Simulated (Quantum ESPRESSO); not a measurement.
KI: zone-centre phonons and dielectric response under several settings

```xyz
2
Lattice="0.0000 3.5328 3.5328 3.5328 0.0000 3.5328 3.5328 3.5328 0.0000" Properties=species:S:1:pos:R:3 pbc="T T T"
I     3.5328    3.5328    3.5328
K     0.0000    0.0000    0.0000
```

All runs used Quantum ESPRESSO 7.5; k mesh 4 × 4 × 4, shifted; given cell, atoms relaxed; no spin polarisation; occupations smeared at first, fixed for the response.

| level | potentials | cutoff (eV) | pressure (GPa) | lowest optical mode without the field (cm⁻¹) | highest mode with the field (cm⁻¹) | ε∞ (mean) | ε0 (mean) | sum of the Born charges (e) |
| --- | --- | --- | --- | --- | --- | --- | --- | --- |
| PBE | GBRV 1.5 PBE | 612 | 0.5 | 99 | 135 | 2.87 | 5.3 | -0.01 |
| PBE | SPMS 1.0 PBE | 912 | 0.6 | 99 | 135 | 2.88 | 5.4 | 0.00 |
| PBE | JTH 2.0 PBE | 707 | 0.6 | 100 | 136 | 2.88 | 5.3 | 0.00 |
| PBE | Ansatz NC SR PBE | 952 | 0.6 | 99 | 135 | 2.88 | 5.4 | 0.00 |
| PBE | SSSP 1.3 efficiency PBE | 816 | 0.6 | 99 | 135 | 2.88 | 5.4 | 0.00 |
| PBE | PseudoDojo 0.4.1 SR PBE standard | 1007 | 0.6 | 99 | 135 | 2.87 | 5.4 | 0.00 |
| PBE | SG15 PBE 1.2 | 1020 | ? | ? | ? | ? | ? | ? |

Problem. What stands in the row left open?

Solution. Pressure 0.6 GPa; lowest optical mode without the field 101 cm⁻¹; highest mode with the field 137 cm⁻¹; ε∞ 2.86; ε0 5.2; sum of the Born charges 0.00 e.

The runs don't all hold the same shells in valence.
